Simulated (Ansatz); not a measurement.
Runs of Ansatz 0.2.0 on ZnSe (Stilleite). The structure is cubic, space group F-43m (No. 216). The conventional cell has a = 5.668 Å, b = 5.668 Å, c = 5.668 Å, α = 90.00°, β = 90.00°, γ = 90.00°. Se (site symmetry -43m) has 4 Zn at 2.45 Å as nearest neighbours. Around Zn (site symmetry -43m) lie 4 Se at 2.45 Å. 

| task | level | potentials or basis | spin | cell | k mesh | cutoff (eV) | points for each segment of the path | mesh quality | gap on the mesh (eV) | pressure (GPa) | V0 of scaled cells (Å³/atom) | relaxed volume (Å³/atom) | B0 (GPa) |
| --- | --- | --- | --- | --- | --- | --- | --- | --- | --- | --- | --- | --- | --- |
| relaxation of cell and atoms | PBEsol+D3(BJ) | Ansatz PAW | off | relaxed | 8 × 8 × 8 | 420 | - | not flagged | 1.36 | 0.0 | - | 21.67 | - |
| single point | PBE | Ansatz PAW | off | as given | 11 × 11 × 11 | 420 | - | not flagged | 1.29 | 2.1 | - | - | - |
| band structure | PBE | SPMS NC | off | as given | 8 × 8 × 8 | 816 | 14 | not flagged | 1.28 | 2.3 | - | - | - |
| single point | PBE0 | Ansatz PAW | SOC, no magnetisation | as given | 4 × 4 × 4 | 420 | - | coarse | 2.96 | 1.3 | - | - | - |
| relaxation of cell and atoms | m-r2SCAN | Ansatz PAW | off | relaxed | 8 × 8 × 8 | 500 | - | not flagged | (a) | 0.0 | - | 22.74 | - |
| equation of state | BPBE | Ansatz PAW | off | as given | 8 × 8 × 8 | 420 | - | not flagged | - | - | 23.51 | - | 57 |
| band structure | PBE | Ansatz PAW | off | as given | 8 × 8 × 8 | 420 | 14 | not flagged | 1.29 | 2.1 | - | - | - |
| single point | PBE | Ansatz PAW | off | as given | 8 × 8 × 8 | 300 | - | not flagged | 1.30 | 2.2 | - | - | - |
| equation of state | r2SCAN+D4 | Ansatz PAW | off | as given | 8 × 8 × 8 | 500 | - | not flagged | - | - | 22.47 | - | 67 |
| equation of state | PBE | JTH PAW | off | as given | 8 × 8 × 8 | 1080 | - | not flagged | - | - | 23.55 | - | 57 |
| band structure | RPBE | Ansatz PAW | off | as given | 8 × 8 × 8 | 420 | 14 | not flagged | (b) | 4.4 | - | - | - |
| equation of state | PBE0 | Ansatz PAW | off | as given | 4 × 4 × 4 | 420 | - | coarse | - | - | 23.20 | - | 63 |

Alike in all rows: smearing fermi-dirac 0.05 eV.

**Question.** Estimate the missing entries.

**Answer.** (a) 1.87; (b) 1.45.

Caveats: some runs use coarse meshes; the PAW data sets come from PBE, with cores solved anew for the run's functional, which leaves a small shift of forces and pressure (some runs); the plane-wave basis is chosen anew once the cell has moved, so the energies of steps on either side of that aren't comparable (some runs); the PAW data sets were made with another functional, which shifts forces and pressure a little (some runs); odd divisions of the mesh miss points on the zone boundary, where band edges often lie, so the gap on the mesh can be too wide (some runs); the thresholds are loose for stress (some runs); the potentials were made for another functional, which shifts forces and pressure (some runs); the pressure holds a Pulay correction of +5.1 GPa for the finite cutoff (some runs).

A k mesh can miss the band edges, and rows without SOC leave out spin-orbit coupling on Se.

The runs don't all hold the same shells in valence.
